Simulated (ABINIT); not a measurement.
HfO2:

```
Hf O
1.0
     0.00000    2.55750    2.55750
     2.55750    0.00000    2.55750
     2.55750    2.55750    0.00000
Hf O
1 2
Direct
  0.00000 0.00000 0.00000
  0.75000 0.75000 0.75000
  0.25000 0.25000 0.25000
```

Measurements of this composition are mostly on another form, of space group No. 14.

Program: ABINIT 10.8.3 (patched build). Alike in all runs: task single point; potentials or basis JTH PAW PBE v2.0; no spin polarisation; cell as given; k mesh 9 × 9 × 9; cutoff (eV) 762; smearing fermi-dirac 0.05 eV.

Task: Order these runs on this cell by their pressure, lowest first.
A. level PW91
B. level revPBE
C. level BLYP
D. level r2SCAN
E. level SCAN

Result: E (-14.4 GPa), D (-12.2 GPa), A (-6.8 GPa), B (-2.4 GPa), C (0.4 GPa).

Caveats: the PAW data sets were made with another functional, which shifts forces and pressure a little.

Runs at the PBE level aren't shown here.
